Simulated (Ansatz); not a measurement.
Results of PBEsol-D3(BJ) (PAW; Ansatz, an electronic-structure program) for spinel MgAl₂O₄.

Settings: plane-wave cutoff 520 eV, 8×8×8 k mesh, Fermi–Dirac smearing 0.01 eV, scalar-relativistic PAW data made under PBE.

The cell is scaled about its equilibrium volume:

Shape and atoms are relaxed at each volume.

```json
[
 {"V (Å³/atom)": "8.973", "P (GPa)": "8.72", "direct gap at Γ (eV)": "5.781", "smallest gap on the k mesh (eV)": "5.769"},
 {"V (Å³/atom)": "9.160", "P (GPa)": "4.14", "direct gap at Γ (eV)": "5.579", "smallest gap on the k mesh (eV)": "5.566"},
 {"V (Å³/atom)": "9.347", "P (GPa)": "0.01", "direct gap at Γ (eV)": "5.384", "smallest gap on the k mesh (eV)": "5.371"},
 {"V (Å³/atom)": "9.534", "P (GPa)": "-3.75", "direct gap at Γ (eV)": "5.197", "smallest gap on the k mesh (eV)": "5.183"},
 {"V (Å³/atom)": "9.721", "P (GPa)": "-7.13", "direct gap at Γ (eV)": "5.016", "smallest gap on the k mesh (eV)": "5.001"}
]
```

A straight line through the gaps at Γ against ln V gives a volume deformation potential dE_g(Γ)/d ln V of -9.6 eV: the gap at Γ widens under compression.

Measured, for comparison: band gap 7.8 eV (temperature not stated, not corrected to a static lattice; as tabulated in Neo et al. (2023), doi:10.1002/gch2.202200236).

Note: the bulk modulus comes from volumes at which shape and atoms were relaxed.
